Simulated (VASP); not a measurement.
# Cs (I4/mmm) in VASP: further runs

One crystal, Cs, is run at these levels: PBE; tasks: single point.

All numbers are computed with VASP 6.6.1; they aren't measurements. Logs are shortened: lines on timing, memory, paths and dates and some standing lists are left out, and cuts for length are marked.

## Step 1: The crystal as given

It takes space group I4/mmm (No. 139, tetragonal). Conventional cell: a = 5.500 Å, b = 5.500 Å, c = 8.194 Å, α = 90.00°, β = 90.00°, γ = 90.00°.

This isn't the form of Cs at room conditions, which is bcc.

## Step 2: Single point, PBE

Contents of INCAR:

```
PREC = Normal
ENCUT = 450
EDIFF = 1E-4
ISMEAR = 1
SIGMA = 0.15
LREAL = Auto
LASPH = True
NELM = 100
ALGO = Normal
ISIF = 2
LWAVE = False
LCHARG = False
GGA = PE
NBANDS = 10
ADDGRID = False
```

Contents of KPOINTS:

```
regular mesh
0
Gamma
  5 5 5
```

Contents of POSCAR:

```
Cs
1.0
   -2.7500754600      2.7500754600      4.0972389800
    2.7500754600     -2.7500754600      4.0972389800
    2.7500754600      2.7500754600     -4.0972389800
Cs
1
Direct
    0.0000000000      0.0000000000      0.0000000000
```

Potentials or basis: VASP PAW PBE potentials, release 64 (Cs_sv).

Run with:

```bash
$ cat potpaw_PBE.64/Cs_sv/POTCAR > POTCAR
$ mpirun -np 1 vasp_std > vasp.out
```

OUTCAR:

```text
PREC = Normal
   ENCUT = 450
   EDIFF = 1E-4
   ISMEAR = 1
   LREAL = Auto
   LASPH = True
   NELM = 100
   ISIF = 2
   GGA = PE

 Found     18 irreducible k-points:

 Following reciprocal coordinates:
            Coordinates               Weight
  0.000000  0.000000  0.000000      1.000000
  0.200000  0.000000  0.000000      8.000000
  0.400000  0.000000  0.000000      8.000000
  0.200000  0.200000  0.000000      8.000000
  0.400000  0.200000  0.000000     16.000000
 -0.400000  0.200000  0.000000     16.000000
   k-points           NKPTS =     18   k-points in BZ     NKDIM =     18   number of bands    NBANDS=     10
   number of dos      NEDOS =    301   number of ions     NIONS =      1
   total plane-waves  NPLWV =  27000
   dimension x,y,z NGX =    30 NGY =   30 NGZ =   30
   dimension x,y,z NGXF=    60 NGYF=   60 NGZF=   60
   ions per type =               1
   NGX,Y,Z   is equivalent  to a cutoff of   8.83,  8.83,  8.83 a.u.
   NGXF,Y,Z  is equivalent  to a cutoff of  17.66, 17.66, 17.66 a.u.
 SYSTEM =  unknown system
   PREC   = normal    normal or accurate (medium, high low for compatibility)
   ISTART =      0    job   : 0-new  1-cont  2-samecut
   ICHARG =      2    charge: 1-file 2-atom 10-const
   ISPIN  =      1    spin polarized calculation?
   LNONCOLLINEAR =      F non collinear calculations
   LSORBIT =      F    spin-orbit coupling
   LASPH  =      T    aspherical Exc in radial PAW
   ENCUT  =  450.0 eV  33.07 Ry    5.75 a.u.   9.77  9.77  9.77*2*pi/ulx,y,z
   NELM   =    100;   NELMIN=  2; NELMDL= -5     # of ELM steps
   EDIFF  = 0.1E-03   stopping-criterion for ELM
   LREAL  =      T    real-space projection
   EDIFFG = 0.1E-02   stopping-criterion for IOM
   NSW    =      0    number of steps for IOM
   IBRION =     -1    ionic relax: 0-MD 1-quasi-New 2-CG
   NFREE  =      0    steps in history (QN), initial steepest desc. (CG)
   ISIF   =      2    stress and relaxation
   ISYM   =      2    0-nonsym 1-usesym 2-fastsym
   POTIM  = 0.5000    time-step for ionic-motion
   TEBEG  =    0.0;   TEEND  =   0.0 temperature during run
   PSTRESS=    0.0 pullay stress
   NELECT =       9.0000    total number of electrons
   NUPDOWN=      -1.0000    fix difference up-down
   EMIN   =  10.00;   EMAX   =-10.00  energy-range for DOS
   EFERMI =   0.00;   METHOD = LEGACY
   ISMEAR =     1;   SIGMA  =   0.15  broadening in eV -4-tet -1-fermi 0-gaus
   EFERMI_NEDOS =   21; number of points for ismear=-14 and -15
   IALGO  =     38    algorithm
   IMIX   =      4    mixing-type and parameters
     AMIX     =   0.40;   BMIX     =  1.00
     AMIX_MAG =   1.60;   BMIX_MAG =  1.00
  volume/ion in A,a.u.               =     123.95       836.44
  Fermi-wavevector in a.u.,A,eV,Ry     =   0.682981  1.290648  6.346621  0.466463
  Thomas-Fermi vector in A             =   1.762213
   LORBIT       =      0    0 simple, 1 ext, 2 COOP (PROOUT), +10 PAW based schemes
   GGA     = PE    functional components
   LHFCALC =     F    Hartree Fock is set to
   AEXX    =    0.0000 exact exchange contribution
   IVDW    =     0    specifies the selected vdW correction
   LEPSILON=     F    determine dielectric tensor
   LRPA    =     F    only Hartree local field effects (RPA)
 non-spin polarized calculation
 Methfessel and Paxton  Order N= 1 SIGMA  =   0.15
  energy-cutoff  :      450.00
  volume of cell :      123.95
 maximum number of plane-waves:      2719
   NGX = 19   NGY = 19   NGZ = 19

 number of electron       9.0000008 magnetization

 Free energy of the ion-electron system (eV)
  ---------------------------------------------------
  ext. energy  EPLUGINS =         0.00000000
  ---------------------------------------------------
  free energy    TOTEN  =        -0.87204396 eV

  energy without entropy =       -0.87514502  energy(sigma->0) =       -0.87307765

 E-fermi :   0.3587     XC(G=0):  -5.2235

 val. band max:        0.3422558776   @ k =  -0.4000   0.4000   0.0000
 cond. band min:       0.5480154324   @ k =   0.4000   0.2000   0.0000
 fundamental gap:      0.2057595549
 Fermi energy:         0.3586903872

 k-point     1 :       0.0000    0.0000    0.0000
  band No.  band energies     occupation
      1     -23.6309      2.00000
      2     -10.3861      2.00000
      3     -10.3839      2.00000
      4     -10.3839      2.00000
      5      -1.3300      2.00000
      6       2.5758     -0.00000
      7       2.7382     -0.00000
      8       2.7382     -0.00000
      9       3.5159      0.00000
     10       3.8374      0.00000

 k-point     2 :       0.2000    0.0000    0.0000
  band No.  band energies     occupation
      1     -23.6294      2.00000
      2     -10.4214      2.00000
      3     -10.3918      2.00000
      4     -10.3875      2.00000
      5      -0.9539      2.00000
      6       2.0951     -0.00000
      7       2.6955     -0.00000
      8       2.8637     -0.00000
      9       3.4423      0.00000
     10       3.6193      0.00000

 k-point     3 :       0.4000    0.0000    0.0000
  band No.  band energies     occupation
      1     -23.6271      2.00000
      2     -10.4795      2.00000
      3     -10.4019      2.00000
      4     -10.3934      2.00000
      5      -0.0424      2.00103
      6       1.2417     -0.00000
      7       2.4792     -0.00000
      8       2.7028     -0.00000
      9       4.1375      0.00000
     10       4.1597      0.00000

 k-point     4 :       0.2000    0.2000    0.0000
  band No.  band energies     occupation
      1     -23.6277      2.00000
      2     -10.4453      2.00000
      3     -10.4142      2.00000
      4     -10.3956      2.00000
      5      -0.3938      2.00000
      6       1.7977     -0.00000
      7       2.1862     -0.00000
      8       2.9509     -0.00000
      9       3.1963     -0.00000
     10       4.2341      0.00000

 k-point     5 :       0.4000    0.2000    0.0000
  band No.  band energies     occupation
      1     -23.6260      2.00000
      2     -10.4753      2.00000
      3     -10.4239      2.00000
      4     -10.4069      2.00000
      5       0.5480     -0.07051
      6       1.0637     -0.00000
      7       2.0007     -0.00000
      8       2.7692     -0.00000
      9       3.8037      0.00000
     10       4.0828      0.00000

 k-point     6 :      -0.4000    0.2000    0.0000
  band No.  band energies     occupation
      1     -23.6267      2.00000
      2     -10.4639      2.00000
      3     -10.4110      2.00000
      4     -10.4090      2.00000
      5      -0.0522      2.00075
      6       1.4943     -0.00000
      7       2.1515     -0.00000
      8       2.8848     -0.00000
      9       3.5013      0.00000
     10       4.3030      0.00000

 [... further k-points ...]

------------------------ aborting loop because EDIFF is reached ----------------------------------------

  FORCE on cell =-STRESS in cart. coord.  units (eV):
  Direction    XX          YY          ZZ          XY          YZ          ZX
  --------------------------------------------------------------------------------------
  -------------------------------------------------------------------------------------
  Total       -0.0778155     -0.0778155     -0.1231009      0.0000000      0.0000000     -0.0000000
  in kB       -1.0058566     -1.0058566     -1.5912239      0.0000000      0.0000000     -0.0000000
  external PRESSURE =      -1.2009790 kB  Pullay stress =       0.0000000 kB

 VOLUME and BASIS-vectors are now :
 -----------------------------------------------------------------------------
  energy-cutoff  :      450.00
  volume of cell :      123.95
      direct lattice vectors                 reciprocal lattice vectors
    -2.750075460  2.750075460  4.097238980     0.000000000  0.181813193  0.122033399
     2.750075460 -2.750075460  4.097238980     0.181813193  0.000000000  0.122033399
     2.750075460  2.750075460 -4.097238980     0.181813193  0.181813193  0.000000000

 POSITION                                       TOTAL-FORCE (eV/Angst)
 -----------------------------------------------------------------------------------
      0.00000      0.00000      0.00000        -0.000000      0.000000      0.000000
 -----------------------------------------------------------------------------------
    total drift:                                0.000000      0.000000      0.000000

  FREE ENERGIE OF THE ION-ELECTRON SYSTEM (eV)
  ---------------------------------------------------
  free  energy   TOTEN  =        -0.8720439627 eV

  energy  without entropy=       -0.8751450185  energy(sigma->0) =       -0.87307765
```

Run time: 5.7 s. Hardware: 1 thread of Intel Xeon Platinum 8488C (Sapphire Rapids), shared host; peak memory 0.16 GiB.

The run converged, but some of its settings lie outside the range that counts as converged, so its numbers aren't taken as properties of the crystal.

What came out:

- Free energy: -0.8720 eV
- Pressure: -0.1 GPa
- Band gap on the k mesh: none (metal or under the smearing width)

## Step 3: Single point, PBE

This run uses another cell than the first one, of the same volume but with other edges.

INCAR is that of step 2.

KPOINTS is that of step 2.

Contents of POSCAR:

```
Cs
1.0
   -2.6528630000      2.7200140000      3.9488130000
    2.8833600000     -2.6988260000      4.0893020000
    2.7318000000      2.7777640000     -3.9345920000
Cs
1
Direct
    0.0073440000      0.0133040000      0.0001460000
```

Potentials or basis: VASP PAW PBE potentials, release 64 (Cs_sv).

Run with:

```bash
$ cat potpaw_PBE.64/Cs_sv/POTCAR > POTCAR
$ mpirun -np 1 vasp_std > vasp.out
```

Run time: 14 s. Hardware: 1 thread of Intel Xeon Platinum 8488C (Sapphire Rapids), shared host; peak memory 0.17 GiB.

The run converged, but some of its settings lie outside the range that counts as converged, so its numbers aren't taken as properties of the crystal.

What came out:

```
Free energy            : -0.8695 eV
Pressure               : -0.1 GPa
Band gap on the k mesh : none (metal or under the smearing width)
```

## Step 4: Single point, PBE

Contents of INCAR:

```
PREC = Accurate
ENCUT = 350
EDIFF = 1E-6
ISMEAR = 1
SIGMA = 0.15
LREAL = False
LASPH = True
NELM = 100
ALGO = Normal
ISIF = 2
LWAVE = False
LCHARG = False
GGA = PE
NBANDS = 10
ADDGRID = False
```

Contents of KPOINTS:

```
regular mesh
0
Gamma
  6 6 6
```

Contents of POSCAR:

```
Cs
1.0
   -2.7500754600      2.7500754600      4.0972389800
    2.7500754600     -2.7500754600      4.0972389800
    2.7500754600      2.7500754600     -4.0972389800
Cs
1
Direct
    0.0000000000      0.0000000000      0.0000000000
```

Run with:

```bash
$ cat potpaw_PBE.64/Cs_sv/POTCAR > POTCAR
$ mpirun -np 1 vasp_std > vasp.out
```

It took 8.8 s on 1 thread of Intel Xeon Platinum 8488C (Sapphire Rapids), shared host; peak memory 0.19 GiB.

The run converged, but some of its settings lie outside the range that counts as converged, so its numbers aren't taken as properties of the crystal.

What came out:

* Free energy: -0.8381 eV
* Pressure: -0.1 GPa
* Band gap on the k mesh: none (metal or under the smearing width)

## Step 5: Single point, PBE

This run uses another cell than the first one, of the same volume but with other edges.

INCAR is that of step 4.

KPOINTS is that of step 4.

Contents of POSCAR:

```
Cs
1.0
   -2.6528630000      2.7200140000      3.9488130000
    2.8833600000     -2.6988260000      4.0893020000
    2.7318000000      2.7777640000     -3.9345920000
Cs
1
Direct
    0.0073440000      0.0133040000      0.0001460000
```

Run with:

```bash
$ cat potpaw_PBE.64/Cs_sv/POTCAR > POTCAR
$ mpirun -np 1 vasp_std > vasp.out
```

Run time: 30 s. Hardware: 1 thread of Intel Xeon Platinum 8488C (Sapphire Rapids), shared host; peak memory 0.23 GiB.

These settings aren't checked as converged: the numbers below hold their error.

Results:

| Property | Result |
| --- | --- |
| Free energy | -0.8371 eV |
| Pressure | -0.1 GPa |
| Band gap on the k mesh | none (metal or under the smearing width) |

## Step 6: The reference run

An earlier run on the cell as given: functional PBE; potentials or basis VASP PAW PBE potentials, release 64 (Cs_sv); cutoff 520 eV; k mesh 7 × 7 × 7; occupations fermi-dirac, width 0.05 eV; no spin polarisation.

- Pressure: -0.1 GPa
- Band gap on the k mesh: none (metal or under the smearing width)
